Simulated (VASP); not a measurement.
# VASP 6.6.1 run: SiC

INCAR

```
ISMEAR = 0
METAGGA = R2SCAN
LREAL = .FALSE.
NBANDS = 11
NELMIN = 8
IBRION = -1
ALGO = Normal
LWAVE = .FALSE.
EDIFF = 1E-7
ISPIN = 2
NSW = 0
SIGMA = 0.01
PREC = Accurate
ENCUT = 520
ISIF = 2
NELM = 120
LCHARG = .FALSE.
LASPH = .TRUE.
MAGMOM = 1 -1
```

KPOINTS

```
KPOINTS created by Atomic Simulation Environment
0
Gamma
10 10 10
0 0 0
```

POSCAR

```
Si C
 1.0000000000000000
     0.0000000000000000    2.1780523449999998    2.2869549621999998
     2.1780523449999998    0.0000000000000000    2.2869549621999998
     2.1780523449999998    2.1780523449999998    0.0000000000000000
 Si  C
   1   1
Cartesian
  0.0000000000000000  0.0000000000000000  0.0000000000000000
  1.0890261724999997  1.0890261724999997  1.1434774810999999
```

The recommended PBE PAW datasets give the neutral cell 8 valence electrons.

Command

```
mpirun -np 1 vasp_std
```

OSZICAR

```
N       E                     dE             d eps       ncg     rms          rms(c)
DAV:   1    -0.120013681758E+01   -0.12001E+01   -0.40115E+03  4595   0.628E+02
DAV:   2    -0.213138186391E+02   -0.20114E+02   -0.19218E+02  5667   0.112E+02
DAV:   3    -0.219396130293E+02   -0.62579E+00   -0.62467E+00  5513   0.165E+01
DAV:   4    -0.219420469131E+02   -0.24339E-02   -0.24337E-02  5183   0.131E+00
DAV:   5    -0.219420580149E+02   -0.11102E-04   -0.11102E-04  5604   0.834E-02    0.910E+00
DAV:   6    -0.191996474485E+02    0.27424E+01   -0.56657E+00  5042   0.105E+01    0.484E+00
DAV:   7    -0.192481412243E+02   -0.48494E-01   -0.54597E-01  5511   0.401E+00    0.239E+00
DAV:   8    -0.192563615306E+02   -0.82203E-02   -0.25146E-02  4958   0.129E+00    0.184E+00
DAV:   9    -0.192605409911E+02   -0.41795E-02   -0.29077E-03  5283   0.488E-01    0.161E-01
DAV:  10    -0.192608457272E+02   -0.30474E-03   -0.11142E-03  5060   0.269E-01    0.140E-01
DAV:  11    -0.192610406823E+02   -0.19496E-03   -0.15224E-04  5043   0.119E-01    0.490E-02
DAV:  12    -0.192610588058E+02   -0.18124E-04   -0.16986E-05  5256   0.363E-02    0.109E-02
DAV:  13    -0.192610605477E+02   -0.17419E-05   -0.35074E-06  5192   0.135E-02    0.318E-03
DAV:  14    -0.192610606782E+02   -0.13051E-06   -0.52815E-07  5203   0.554E-03    0.179E-03
DAV:  15    -0.192610606449E+02    0.33388E-07   -0.41159E-08  2772   0.245E-03
   1 F= -.19261061E+02 E0= -.19261061E+02  d E =-.338951E-96  mag=     0.0000
```

It converged. Results: pressure -10.3 GPa; magnetic moment of the cell 0.00 μB.

For comparison, a separate r²SCAN run of the intended cell, on usual settings and not on those above, gives a gap of 1.49 eV on its mesh and a pressure of -10.3 GPa.

The run above took about 1.7 min on one core of a shared host (Intel Xeon Platinum 8488C) and held 0.17 GiB at most.
